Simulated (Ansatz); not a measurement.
The system is Ta.

```xyz
1
Lattice="-1.6513 1.6513 1.6513 1.6513 -1.6513 1.6513 1.6513 1.6513 -1.6513" Properties=species:S:1:pos:R:3 pbc="T T T"
Ta    0.0000    0.0000    0.0000
```

- Program: Ansatz 0.2.0
- Task: relaxation of cell and atoms
- Functional: PBEsol
- Dispersion: D4
- Potentials or basis: Ansatz PAW
- Cutoff: 420 eV (not typed: the program's choice for these potentials)
- k mesh: 11 × 11 × 11
- Occupations: fermi-dirac, width 0.05 eV
- Spin: no spin polarisation

At the start: volume 18.01 Å³/atom.

Where does the relaxation end?

It ends after 4 steps and the volume is 17.49 Å³/atom (-2.9 %); space group Im-3m (No. 229, to 0.05 Å).

Step by step:
| step | energy change (eV) | largest force (eV/Å) | volume (Å³) |
| --- | --- | --- | --- |
| 1 | 0.0000 | 0.0000 | 18.01 |
| 2 | -0.0097 | 0.0000 | 17.57 |
| 3 | -0.0099 | 0.0000 | 17.49 |
| 4 | -0.0097 | 0.0000 | 17.49 |

Final structure:
```
Ta
1.0
    -1.63531    1.63531    1.63531
     1.63531   -1.63531    1.63531
     1.63531    1.63531   -1.63531
Ta
1
Cartesian
  0.0000 0.0000 0.0000
```

Caveat: the plane-wave basis is chosen anew once the cell has moved, so the energies of steps on either side of that aren't comparable; pairwise dispersion overbinds metals, which lowers pressure and volume; the PAW data sets come from PBE, with cores solved anew for the run's functional, which leaves a small shift of forces and pressure.
